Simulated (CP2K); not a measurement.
Crystal: Pd.

```
CELL_PARAMETERS angstrom
2.75277 0.00000 0.00000
1.37638 2.38397 0.00000
1.37638 0.79466 2.24762
ATOMIC_POSITIONS crystal
Pd 0.00000 0.00000 0.00000
```

Program: CP2K 2026.2. Alike in all runs: task atomic charges; potentials or basis POTENTIAL_UZH Pd GTH-PBE-q18; TZVP-MOLOPT-PBE-GTH basis; no spin polarisation; cell as given; k mesh 12 × 12 × 12; smearing fermi-dirac 0.05 eV.

Q: Order these runs on this cell by their pressure, lowest first.
A. level revPBE
B. level LDA
C. level optB88-vdW; cutoff of the non-local correlation (Ry) 300
D. level PBEsol
E. level WC

A: B (-6.9 GPa), D (-1.0 GPa), E (0.5 GPa), C (8.8 GPa), A (12.4 GPa).

Caveats: the potentials were made for another functional, which shifts forces and pressure; the basis of atomic orbitals isn't converged, which shifts pressures, moduli and gaps.
